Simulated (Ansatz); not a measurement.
Input file of a DFT run on KF with Ansatz:

```yaml
crystal:
  lattice:
    - [0.0, 2.6881744156, 2.6881744156]
    - [2.6881744156, 0.0, 2.6881744156]
    - [2.6881744156, 2.6881744156, 0.0]
  atoms:
    - { symbol: K, position: [0.0, 0.0, 0.0] }
    - { symbol: F, position: [0.5, 0.5, 0.5] }
basis:
  ecutwfc: 420
  ecutrho_ratio: 4
kpoints:
  mp_grid: { grid: [12, 12, 12] }
hamiltonian:
  xc: pbe
scf:
  occupations: { method: gaussian, width: 0.05 }
output:
  forces: true
  stress: true
  eigenvalues: true
```

Launched as:
```sh
ansatz run input.yaml --threads 2 --pin off --max-ram 2662MiB --backend cpu --events-out ev --progress --plain --runs-dir out
```

The chain of runs began from a cell as deposited in COD, expanded in volume.

**Question.** Predict the main results.

**Answer.** Pressure 0.8 GPa, gap on the mesh 6.09 eV (PBE, scalar-relativistic).

**Question.** About how long does the run take on 2 threads of Arm Neoverse V1, on a shared host, and how much memory does it need?

**Answer.** About 1.1 s, with a peak of 0.3 GiB.

The output:

```
Pseudopotentials: kind: paw
Pseudopotential: K, paw, valence charge 9, recommended cutoff 420 eV (normal), K.paw.azcp
Pseudopotential: F, paw, valence charge 7, recommended cutoff 420 eV (normal), F.paw.azcp
Crystal: 2 atoms, lattice volume = 38.851 Å³
Basis set: ecut = 420 eV, 749 PW (Γ), exchange–correlation on 54×54×54 points (8 copies of the dense FFT grid, shifted against one another)
Bands: 12, of which v1, the nominal top of the filled ones, is band 8 counted from 1 (7 counted from 0)
Symmetry: 48 space group operations
Space group: Fm-3m (ITA 225), of the structure as read, at distance tolerance 3.4e-5 Å
k-points: 72 of 1728
Initial density: superposition of atomic densities (neutral atoms: chi_scale 0, normalization atom), corrected by the library's trained network
Initial wavefunctions: pseudopotential atomic-orbital guess
Functional: x = pbe(κ = 0.804, μ = 0.21951), c = pbe(β = 0.06672)
```

SCF trace (energy estimate counted from the last row):
```tsv
iteration	ΔE (eV)	density residual (eV)
1	-8.0e-05	1.07e-4
2	-6.6e-05	3.90e-4
3	4.0e-06	7.08e-5
4	1.0e-06	1.04e-5
5	-1.0e-06	5.86e-6
6	0.000	1.52e-6
7	0.000	4.52e-8
```

```
SCF 1 converged in 7 iterations: F = -2348.800687 eV  dr2 = 4.52e-8
SCF converged after 7 iterations
Free energy (F): -2348.800687 eV
E sigma→0 (E₀):  -2348.800687 eV
Fermi energy:    4.379495 eV
--- Forces (eV/Å), atoms counted from 1 ---
  atom   1  K      0.00000000     0.00000000     0.00000000
  atom   2  F      0.00000000     0.00000000     0.00000000
--- Stress (GPa, compression-positive) ---
        0.759187       0.000000       0.000000
        0.000000       0.759187       0.000000
        0.000000       0.000000       0.759187
  P = ⅓ Tr σ = 0.7592 GPa (7.592 kbar)
--- Band table (eV; the first three rows and the last of 72) ---
  k-point 0: bands = ["-24.8383", "-17.3079", "-8.1019", "-8.1019", "-8.1019", "1.3359", "1.3359", "1.3359", "7.4226", "11.9599", "11.9599", "11.9599"]
  k-point 1: bands = ["-24.8326", "-17.3130", "-8.1199", "-8.1043", "-8.1043", "1.2723", "1.3128", "1.3128", "7.6166", "11.8390", "12.0515", "12.0515"]
  k-point 2: bands = ["-24.8169", "-17.3272", "-8.1688", "-8.1109", "-8.1109", "1.1102", "1.2502", "1.2502", "8.1532", "11.5825", "12.3065", "12.3065"]
  k-point 71: bands = ["-24.7298", "-17.3438", "-8.4657", "-8.4657", "-8.1868", "0.9461", "1.1684", "1.1684", "11.0103", "11.0103", "12.4247", "14.5445"]
```

Kohn–Sham gaps of semilocal functionals lie under measured ones, often by a third or more.
